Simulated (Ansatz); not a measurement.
# C: convergence and cost

An exercise on one series of results from a longer session: the logs are not shown, and one member is left open.

Method: DFT LDA, scalar-relativistic, plane waves, PAW, in Ansatz 0.2.0.

1 further run of the same task is left out (set aside as unsound or not needed).

## Starting point

It takes space group Cmme (No. 67, orthorhombic). Conventional cell: a = 2.456 Å, b = 4.254 Å, c = 7.173 Å, α = 90.00°, β = 90.00°, γ = 90.00°. C (site symmetry m) has 3 C at 1.42 Å as nearest neighbours.

As a file:

```xyz
4
Lattice="1.2280 -2.1271 0.0000 1.2280 2.1271 0.0000 0.0000 0.0000 7.1733" Properties=species:S:1:pos:R:3 pbc="T T T"
C     1.2280    1.7724    5.4025
C     1.2280   -0.3547    1.7708
C     1.2280   -1.7724    1.7708
C     1.2280    0.3547    5.4025
```

Source of the structure: the Materials Project (structure only). It is taken as it stands there.

## The base input

Contents of input.yaml:

```yaml
crystal:
  lattice:
    - [1.22804797, -2.12706182, 0.0]
    - [1.22804797, 2.12706182, 0.0]
    - [0.0, 0.0, 7.17326776]
  atoms:
    - { symbol: C, position: [0.08337946, 0.91662054, 0.7531376] }
    - { symbol: C, position: [0.58337946, 0.41662054, 0.2468624] }
    - { symbol: C, position: [0.91662054, 0.08337946, 0.2468624] }
    - { symbol: C, position: [0.41662054, 0.58337946, 0.7531376] }
basis:
  ecutwfc: 420
kpoints:
  mp_grid: { grid: [18, 18, 6] }
hamiltonian:
  xc: lda
scf:
  occupations: { method: gaussian, width: 0.1 }
output:
  forces: true
  stress: true
  eigenvalues: true
  populations: true
  write_density: true
  write_potential: true
  elf: true
  volumetric_format: npy
```

It was run beforehand and gave: -242.9778 eV/atom at zero smearing, pressure -3.92 GPa, largest force 0.026 eV/Å, gap on the mesh 0.02 eV, in 6 SCF cycles and 21 s.

The first run:

Contents of input.yaml:

```yaml
crystal:
  lattice:
    - [1.22804797, -2.12706182, 0.0]
    - [1.22804797, 2.12706182, 0.0]
    - [0.0, 0.0, 7.17326776]
  atoms:
    - { symbol: C, position: [0.08337946, 0.91662054, 0.7531376] }
    - { symbol: C, position: [0.58337946, 0.41662054, 0.2468624] }
    - { symbol: C, position: [0.91662054, 0.08337946, 0.2468624] }
    - { symbol: C, position: [0.41662054, 0.58337946, 0.7531376] }
basis:
  ecutwfc: 150
kpoints:
  mp_grid: { grid: [18, 18, 6] }
hamiltonian:
  xc: lda
scf:
  occupations: { method: gaussian, width: 0.1 }
output:
  forces: true
  stress: true
  eigenvalues: true
```

On the command line:

```sh
$ ansatz run input.yaml --threads 1 --pin off --max-ram 2560MiB --backend cpu --events-out ev --progress --plain --runs-dir out
```

Among the steps run: Plane-wave cutoff set to 150 eV; Plane-wave cutoff: 200 eV; Plane-wave cutoff set to 250 eV; Plane-wave cutoff set to 300 eV; Plane-wave cutoff set to 350 eV; Plane-wave cutoff set to 380 eV; Plane-wave cutoff: 460 eV; Plane-wave cutoff: 520 eV; Plane-wave cutoff: 600 eV; Plane-wave cutoff: 700 eV; Plane-wave cutoff: 850 eV.

One of the session's tables, all rows but one given; the rest of the session is left out.

It belongs to the step «What the plane-wave cutoff changes». 

```
cutoff (eV)  ΔE (meV/atom)  pressure (GPa)  largest change of a force component (eV/Å)  gap on the mesh (eV)
        150           4597           -0.04                                       0.020                  none
        200           1919            9.35                                       0.020                  none
        250            580            6.92                                       0.007                 0.012
        300            146           -1.81                                       0.002                 0.030
        350              ?               ?                                           ?                     ?
        380           15.3           -3.95                                       0.000                 0.024
        420           4.67           -3.92                                       0.000                 0.024
        460           1.63           -3.91                                       0.000                 0.025
        520           0.91           -3.91                                       0.000                 0.025
        600           0.55           -3.93                                       0.000                 0.025
        700           0.11           -3.95                                       0.000                 0.025
        850           0.00           -3.95                                       0.000                 0.025
```

**Question.** Estimate the row for cutoff (eV) = 350.

Worked estimate for «ΔE (meV/atom)». A straight line through the neighbours (300, 146) and (380, 15.3) gives 146 + (15.3 − 146) × (350 − 300) / (380 − 300) = 64.3; a parabola fitted to 4 rows on both sides gives -4.5.

The run gave: ΔE (meV/atom): 35.9; pressure (GPa): -3.81; largest change of a force component (eV/Å): 0.001; gap on the mesh (eV): 0.024. In «ΔE (meV/atom)» the line misses by +28.4 and the parabola by -40.4.

To keep in mind: Warnings in the runs' records: cutoff below recommended.
